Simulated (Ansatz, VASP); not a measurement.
One calculation of GaP, two programs

Contents of INCAR:

```
SYSTEM = GaP
ALGO = Normal
EDIFF = 1E-8
ENCUT = 520
GGA = PE
ISIF = 2
ISMEAR = -1
LASPH = .TRUE.
LCHARG = .FALSE.
LEFG = .TRUE.
LREAL = .FALSE.
LWAVE = .FALSE.
NBANDS = 16
NELM = 100
PREC = Accurate
SIGMA = 0.02
```

The input KPOINTS:

```
k-points
0
G
  14 14 14
  0 0 0
```

POSCAR

```
GaP
1.0
    0.0000000000      2.7252500000      2.7252500000
    2.7252500000      0.0000000000      2.7252500000
    2.7252500000      2.7252500000      0.0000000000
Ga P
1 1
Direct
    0.0000000000      0.0000000000      0.0000000000
    0.2500000000      0.2500000000      0.2500000000
```

Input for Ansatz:

```yaml
crystal:
  lattice:
    - [0.0, 2.72525, 2.72525]
    - [2.72525, 0.0, 2.72525]
    - [2.72525, 2.72525, 0.0]
  atoms:
    - { symbol: Ga, position: [0.0, 0.0, 0.0] }
    - { symbol: P, position: [0.25, 0.25, 0.25] }
kpoints:
  mp_grid: { grid: [14, 14, 14] }
scf:
  occupations: { method: fermi_dirac, width: 0.02 }
hamiltonian:
  xc: pbe
  pseudopotentials: { kind: paw }
output:
  forces: true
  stress: true
  populations: true
  efg: { quadrupole_moments_barn: { Ga: 0.107 }, contact_densities: true }
```

Alike in both runs: task electric field gradients; functional PBE; k mesh 14 × 14 × 14; occupations fermi-dirac, width 0.02 eV; no spin polarisation.

|  | VASP | Ansatz |
| --- | --- | --- |
| version | VASP 6.6.1 | Ansatz 0.2.0 |
| potentials or method | VASP PAW PBE potentials, release 64 (Ga_d, P) | plane-wave PAW, scalar-relativistic |
| plane-wave cutoff (eV) | 520 | 420 |
| valence electrons in the cell | 18 | 18 |

|  | VASP | Ansatz | Ansatz less VASP |
| --- | --- | --- | --- |
| gap on the k mesh at the Fermi level (eV) | 1.59 | 1.59 | 0.000 |
| pressure (GPa) | 2.5 | 2.5 | +0.03 |
| Vzz of the field gradient on the site that differs most (V/Å²) | 0.0 | 0.0 | 0.00 |

With one functional, cell and mesh, what is left measures potentials, basis and numerics.

A k mesh can miss the band edges. As with any semilocal functional, this PBE gap is likely too small.
